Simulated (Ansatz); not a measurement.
A (001) slab of relaxed bulk LiCl (Fm-3m, 17.08 Å³/atom, gap on the mesh 6.26 eV), 3 planes in a 3×1 cell with the lowest 1 held; added atoms sit on lattice sites of the next plane. A dipole correction is on. The surface energy is the mean of the held and the free face; step energies are per length and the mean of the stripe's two steps, which run along the cube edge; step and island energies count from the flat slab and bulk atoms.

Method: DFT PBE, scalar-relativistic, plane waves, PAW (Ansatz 0.2.0).

Cutoff 420 eV, Gaussian smearing of 0.05 eV, energies at zero smearing, symmetry of each start kept, no spin polarisation.

```json
{"start": "flat slab", "atoms": "36", "k mesh": "2×6×1", "surface energy (J/m²)": "0.14", "gap on the mesh (eV)": "5.42", "step energy (meV/Å)": "-"}
{"start": "stripe of 4 atoms", "atoms": "40", "k mesh": "2×6×1", "surface energy (J/m²)": "-", "gap on the mesh (eV)": "5.47", "step energy (meV/Å)": "27"}
{"start": "stripe of 6 atoms", "atoms": "42", "k mesh": "2×6×1", "surface energy (J/m²)": "-", "gap on the mesh (eV)": "5.33", "step energy (meV/Å)": "34"}
```

Cost: 3 runs of about 61 core-minutes in all, on Arm Neoverse V2 (shared hosts).